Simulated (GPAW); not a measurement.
Here is a GPAW 26.7.0 calculation.

The input run.py:

```python
from ase.dft.bandgap import bandgap
from ase.io import read, write
from ase.units import GPa
from gpaw import GPAW, PW, setup_paths

setup_paths.insert(0, '.')

atoms = read('TiO2.xyz')

calc = GPAW(mode=PW(800),
            xc='PBE',
            kpts={'size': (5, 5, 8), 'gamma': True},
            occupations={'name': 'fermi-dirac', 'width': 0.05},
            setups={'O': 'jth', 'Ti': 'jth'},
            nbands=-19,
            convergence={'density': 1e-05, 'energy': 1e-05},
            maxiter=150,
            txt='gpaw.txt')
atoms.calc = calc
energy = atoms.get_potential_energy()
forces = atoms.get_forces()
stress = atoms.get_stress()
calc.write('gs.gpw')
write('result.traj', atoms)
print(f'Energy: {energy:.6f} eV')
print('Forces (eV/A):')
print(forces.round(4))
print('Stress (GPa):', (stress / GPa).round(3))
print('Fermi level:', round(calc.get_fermi_level(), 4), 'eV')
print(f'Gap: {bandgap(calc)[0]:.4f} eV, direct: {bandgap(calc, direct=True)[0]:.4f} eV')

path = atoms.cell.bandpath('GXMGZRAZ,XR,MA', npoints=80, eps=1e-4)
bs_calc = calc.fixed_density(kpts=path, symmetry='off', nbands=-31,
                             convergence={'bands': 'CBM+6.0', 'eigenstates': 1e-6}, txt='bands.txt')
bs = bs_calc.band_structure()
bs.write('bs.json')
print(f'Gap on the path: {bandgap(bs_calc)[0]:.4f} eV')
```

Contents of TiO2.xyz:

```xyz
6
Lattice="4.5998373239 0.0000000000 0.0000000000 0.0000000000 4.5998373239 0.0000000000 0.0000000000 0.0000000000 2.9592135600" Properties=species:S:1:pos:R:3 pbc="T T T"
Ti     0.0000000000      0.0000000000      1.4796067800
Ti     2.2999186620      2.2999186620      0.0000000000
O      1.3998285662      1.3998285662      1.4796067800
O      0.9000900958      3.6997472281      0.0000000000
O      3.6997472281      0.9000900958      0.0000000000
O      3.2000087577      3.2000087577      1.4796067800
```

Potentials or basis: JTH PAW 2.0, PBE, pw.

The run is started by

```console
$ OMP_NUM_THREADS=1 python run.py
```

Question: Predict the band gap on the k mesh.

Answer: 1.86 eV, direct.

Question: What does it give for the band gap along the path?

Answer: 1.86 eV, direct.

Stress tensor (GPa, compression positive):
```
5.04 0.00 0.00
0.00 5.04 0.00
0.00 0.00 4.29
```

Caveat: the program truncates these outside data sets.

**The experiment to reproduce.**

From “Shallow Valence Band of Rutile GeO2 and P-type Doping”, 2020, arxiv:2011.08928, for a bulk crystal of TiO2 at 1.6 K: band gap 3.03 eV (direct).

Measured gap of TiO2: 3.03 eV (direct; 1.6 K; quoted in “Shallow Valence Band of Rutile GeO2 and P-type Doping”, 2020, arxiv:2011.08928). This calculation gives 1.86 eV (-1.17 eV). 2 values of this kind are on record in papers (3.03 to 3.05 eV); this one was drawn at random among those near their median. The value is that of PBE, without temperature or zero-point motion. Semilocal functionals fall short of measured gaps as a rule. The cell is a database's relaxed one, not the measured one, which moves gaps too.
